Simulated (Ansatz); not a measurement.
All numbers below come from DFT PBE, scalar-relativistic, plane waves, PAW (Ansatz). Settings: cutoff 420 eV, Γ-centred meshes spaced at most about 0.3 Å⁻¹, and about 0.25 Å⁻¹ or finer for metals (2π included), Gaussian smearing. No spin polarisation.

Each guess is relaxed in cell and atoms at zero pressure, on a coarse mesh first where it starts far from rest and then on a converged one. The steps can't lower the symmetry of the start, but it can rise. Energies are static (0 K, no zero-point motion).

Two unrelaxed guesses for CaH₈:

Guess 1.

```xyz
9
Lattice="2.4381 -2.6002 0.0000 2.4381 2.6002 0.0000 0.0000 0.0000 5.9463" Properties=species:S:1:pos:R:3 pbc="T T T"
Ca    2.4381    0.0000    4.7072
H     1.6857    0.0000    2.7097
H     3.1905    0.0000    2.7097
H     2.4381   -2.1296    5.4303
H     2.4381    2.1296    5.4303
H     1.2190    1.3001    4.1212
H     1.2190   -1.3001    4.1212
H     0.7367    0.0000    5.4345
H     4.1394    0.0000    5.4345
```

Guess 2.

```xyz
9
Lattice="0.0000 3.2675 3.2675 3.2675 0.0000 3.2675 3.2675 3.2675 0.0000" Properties=species:S:1:pos:R:3 pbc="T T T"
Ca    3.2675    3.2675    3.2675
H     4.3398    4.3398    4.3398
H     2.1951    2.1951    4.3398
H     2.1951    4.3398    2.1951
H     4.3398    2.1951    2.1951
H     4.3398    4.3398    2.1951
H     2.1951    2.1951    2.1951
H     4.3398    2.1951    4.3398
H     2.1951    4.3398    4.3398
```

Question: Which guess leads to the lower structure, and by how much?

Answer: Guess 1 ends lower, by 0.87 eV/atom. Guess 1: Cmm2 at 8.4 Å³/atom → Cmm2 at 14.7 Å³/atom; Guess 2: Fm-3m at 7.8 Å³/atom → Fm-3m at 9.9 Å³/atom. Counting H atoms around Ca (those within 1.25 times the shortest such distance or 1.15 times the sum of covalent radii, 1.27 where that leaves under three; a plus sign parts nearer from farther groups), the end of guess 1 has Ca 4+4 and the end of guess 2 has Ca 8. The end of guess 1 holds H–H pairs as short as in free H₂ molecules (shortest 0.76 Å); in the end of guess 2 the shortest H–H distance is 1.39 Å. End of guess 1. Conventional cell: a = 5.683 Å, b = 6.516 Å, c = 7.151 Å. Ca has 4 H at 2.16 Å and 4 H at 2.59–2.69 Å; H on a site of symmetry m has 1 H at 0.76 Å and 1 Ca at 2.69 Å; around H on a second site of symmetry m lie 1 H at 0.84 Å and 2 H at 1.17 Å; 2 more sites not described. End of guess 2. Conventional cell: a = 7.093 Å. Around Ca lie 8 H at 2.22 Å; H has 3 H at 1.39 Å and 1 Ca at 2.22 Å.

Ends held by symmetry can be saddle points. Neither end is the lowest form computed: that has space group C2/m (No. 12) and lies 169 meV/atom below the better end. Even the lowest of the cells shown lies +0.37 eV/atom against the elements. Weakly bound directions are ill-defined at this level, which has no dispersion term (Cmm2), and this can change margins and order among such cells. With hydrogen, zero-point motion can shift such differences by 10 meV/atom or more. Some candidate types were left out of the draw beforehand, so a known form may be missing.
